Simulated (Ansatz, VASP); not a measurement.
**Ta: VASP beside Ansatz**

```
CELL_PARAMETERS angstrom
-1.65128 1.65128 1.56872
1.65128 -1.65128 1.56872
1.65128 1.65128 -1.56872
ATOMIC_POSITIONS crystal
Ta 0.00000 0.00000 0.00000
```

Change from the starting cell: strain +0.000 along x and y, -0.050 along z, atoms carried along.

Alike in both runs: task single point; functional PBEsol; k mesh 20 × 20 × 20; occupations gaussian, width 0.15 eV; no spin polarisation.

```csv
,VASP,Ansatz
version,VASP 6.6.1,Ansatz 0.2.0
potentials or method,"VASP PAW PBE potentials, release 64 (Ta_pv)","scalar-relativistic, plane waves, PAW"
plane-wave cutoff (eV),520,420
valence electrons in the cell,11,13
```

|  | VASP | Ansatz | Ansatz less VASP |
| --- | --- | --- | --- |
| gap on the k mesh at the Fermi level (eV) | none | none | - |
| pressure (GPa) | 7.7 | 7.4 | -0.26 |
| largest component of the traceless stress (GPa) | 4.32 | 4.33 | +0.011 |

A gap of «none» marks a metal or a gap that the smearing closes. With one functional, cell and mesh, what is left measures potentials, basis and numerics. The two sets of potentials don't hold the same shells in valence.

Caveats: the PAW data sets were made with another functional, which shifts forces and pressure a little (VASP). The runs have no spin-orbit coupling, so splittings on Ta are missing.
